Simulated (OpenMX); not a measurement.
## Mo in OpenMX: the effect of biaxial strain

Mo:

```
Mo
1.0
    -1.52046    1.52046    1.58381
     1.52046   -1.52046    1.58381
     1.52046    1.52046   -1.58381
Mo
1
Direct
  0.00000 0.00000 0.00000
```

Alike in all runs:

```yaml
Program: OpenMX 3.8.5
Task: single point
Functional: PBE
Potentials_or_basis: OpenMX 2013 PBE set, Mo7.0-s3p2d2, grid cutoff 400 Ry
k_mesh: 9 × 9 × 9
Occupations: fermi-dirac, width 0.05 eV
Spin: no spin polarisation
```

**Question.** One run gave: pressure -16.2 GPa. Which biaxial strain did it use?
A. 0 %
B. -4 %
C. 2 %
D. -2 %
E. 4 %

**Answer.** E.

```tsv
biaxial strain	pressure (GPa)
-4 %	29.7
-2 %	14.5
0 %	2.0
2 %	-8.0
4 %	-16.2
```

Caveats: the basis of atomic orbitals isn't converged, which shifts pressures, moduli and gaps.
